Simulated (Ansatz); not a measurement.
The system is Br.

```
Br
1.0
     3.36325   -2.32255    0.00000
     3.36325    2.32255    0.00000
     0.00000    0.00000    8.70230
Br
4
Direct
  0.36510 0.63490 0.39010
  0.13490 0.86510 0.89010
  0.63490 0.36510 0.60990
  0.86510 0.13490 0.10990
```

```yaml
Program: Ansatz 0.2.0
Task: relaxation of cell and atoms
Functional: PBE
Dispersion: D3(BJ)
Potentials_or_basis: Ansatz PAW
Cutoff: "420 eV (not typed: the program's choice for these potentials)"
k_mesh: 7 × 7 × 3
Occupations: fermi-dirac, width 0.05 eV
Spin: no spin polarisation
```

At the start: volume 33.99 Å³/atom.

Question: Where does the relaxation end?

Answer: It ends after 9 steps and the volume is 31.05 Å³/atom (-8.6 %); space group Cmce (No. 64, to 0.05 Å).

The path:
| step | energy change (eV) | largest force (eV/Å) | volume (Å³) |
| --- | --- | --- | --- |
| 1 | 0.0000 | 0.8814 | 135.95 |
| 2 | -0.1216 | 0.3649 | 124.74 |
| 3 | -0.1630 | 0.0996 | 123.74 |
| 4 | -0.1733 | 0.0210 | 121.07 |
| 5 | -0.1764 | 0.0439 | 123.35 |
| 6 | -0.1780 | 0.0424 | 124.14 |
| 7 | -0.1795 | 0.0167 | 123.93 |
| 8 | -0.1795 | 0.0011 | 124.19 |
| 9 | -0.1787 | 0.0009 | 124.19 |

Final structure:
```
CELL_PARAMETERS angstrom
3.49060 -2.07502 0.00000
3.49060 2.07502 0.00000
0.00000 0.00000 8.57335
ATOMIC_POSITIONS crystal
Br 0.34893 0.65107 0.38086
Br 0.15107 0.84893 0.88086
Br 0.65107 0.34893 0.61914
Br 0.84893 0.15107 0.11914
```

Caveat: the plane-wave basis is chosen anew once the cell has moved, so the energies of steps on either side of that aren't comparable.
